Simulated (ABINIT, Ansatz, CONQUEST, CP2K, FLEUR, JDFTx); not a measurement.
**Cost and result for the band gap of GaN**

**What was measured.** The band gap of GaN (F-43m) is reported as 3.3 eV (a printed reference work). The runs below try to reproduce it.

```yaml
crystal:
  lattice:
    - [0.00000, 2.25350, 2.25350]
    - [2.25350, 0.00000, 2.25350]
    - [2.25350, 2.25350, 0.00000]
  atoms:
    - { symbol: Ga, position: [0.00000, 0.00000, 0.00000] }
    - { symbol: N, position: [0.25000, 0.25000, 0.25000] }
```

```csv
rung,level,program and potentials,cutoff (eV),k mesh,task,spin,core time,chip,band gap (eV),miss (eV),notes
GGA,revPBE,"Ansatz, Ansatz PAW",420,10 × 10 × 10,band structure,off,6.7 s,Intel Xeon Skylake/Cascade Lake,1.74,-1.56,"potentials made for PBE, which Ansatz adapts in part; 9 valence electrons an atom on average"
GGA,PBEsol,"Ansatz, Ansatz PAW",420,10 × 10 × 10,band structure,"SOC, no magnetisation",8.5 s,Intel Xeon,1.66,-1.64,"potentials made for PBE, which Ansatz adapts in part; 9 valence electrons an atom on average"
GGA,RPBE,"Ansatz, all-electron LAPW, scalar-relativistic",-,10 × 10 × 10,single point,off,13 s,Intel Xeon,1.78,-1.52,-
LDA,LDA,"JDFTx, PseudoDojo-SR-LDA-0.4.1-standard",1143,10 × 10 × 10,band structure,off,17 s,Arm Neoverse V1,1.77,-1.53,9 valence electrons an atom on average; from the band path
GGA,PBE,"JDFTx, PseudoDojo-SR-PBE-0.5-standard",1143,10 × 10 × 10,band structure,off,18 s,Arm Neoverse V1,1.76,-1.54,9 valence electrons an atom on average; from the band path
GGA,PBEsol,"Ansatz, PAW datasets made for the crystal",440,10 × 10 × 10,band structure,off,19 s,Arm Neoverse V1,1.68,-1.62,9 valence electrons an atom on average
GGA,BLYP,"FLEUR, all-electron, FLAPW",-,10 × 10 × 10,band structure,off,69 s,Arm Neoverse V1,1.83,-1.47,-
GGA,PBEsol,"Ansatz, all-electron LAPW, relativistic spinors",-,7 × 7 × 7,band structure,"SOC, no magnetisation",83 s,Intel Xeon Skylake/Cascade Lake,1.68,-1.62,-
GGA,rPW86PBE,"ABINIT, PseudoDojo NC SR PBE v0.4.1 standard",1143,10 × 10 × 10,band structure,off,86 s,Arm Neoverse V2,1.76,-1.54,potentials made for PBE; 9 valence electrons an atom on average
GGA,PBE,"ABINIT, PseudoDojo NC FR PBE v0.4 standard",980,8 × 8 × 8,single point,"SOC, no magnetisation",2 min,Arm Neoverse V1,1.75,-1.55,9 valence electrons an atom on average
GGA,PBE,"CP2K, GTH_SOC_POTENTIALS Ga GTH-PBE-q13, N GTH-PBE-q5; TZVP-MOLOPT-PBE-GTH basis",-,10 × 10 × 10,band structure,"SOC, no magnetisation",3.5 min,AMD EPYC 9R14 Zen 4,1.68,-1.62,atomic basis; 9 valence electrons an atom on average; SOC added after the SCF; from the band path
hybrid,B3LYP,"Ansatz, Ansatz PAW",420,6 × 6 × 6,band structure,off,3.8 min,Arm Neoverse V1,3.38,+0.08,"coarse mesh; potentials made for PBE, which Ansatz adapts in part; 9 valence electrons an atom on average"
hybrid,HSE06,"Ansatz, PAW datasets made for the crystal",490,6 × 6 × 6,single point,off,3.9 min,AMD EPYC 7R43 Zen 3,2.98,-0.32,coarse mesh; 13 valence electrons an atom on average
GGA,PBE,"CONQUEST, PseudoDojo NC PBE, DZP, grid cutoff 150 Ha",-,8 × 8 × 6,single point,off,4.4 min,Intel Xeon Platinum 8259CL Skylake/Cascade Lake,1.84,-1.46,atomic basis; cell of 4 atoms; 9 valence electrons an atom on average
hybrid,r2SCAN0,"Ansatz, Ansatz PAW",500,5 × 5 × 5,band structure,off,6.7 min,Intel Xeon Skylake/Cascade Lake,3.97,+0.67,"coarse mesh; potentials made for PBE, which Ansatz adapts in part; 9 valence electrons an atom on average"
```

Times are single runs on shared hosts and different chips, so they are rough; meshes, cutoffs and the tasks' sizes weigh on the time. Gaps are the least found on the k mesh or the band path, and a mesh can miss the band edges. Meshes differ between rows, which moves values too. All levels ran on this one cell, unrelaxed unless noted. Meshes are those of the run's cell of 2 atoms unless a note names another. Misses use the values as printed. Runs on faulty files, with rough fits or with known faults for this quantity aren't shown.

By rung: LDA 1.77; GGA 1.68 to 1.83; GGA with SOC 1.66 to 1.75; GGA with SOC in atomic bases 1.68; GGA in atomic bases 1.84; hybrid on coarse meshes 2.98 to 3.97 (eV). Measured: 3.3 eV (a printed reference work). Closest, coarse meshes and atomic bases left aside, is BLYP (-1.47 eV). LDA and GGA gaps fall short mostly because these functionals lack the derivative discontinuity; the runs are for a static lattice, while measurements hold temperature and zero-point motion.
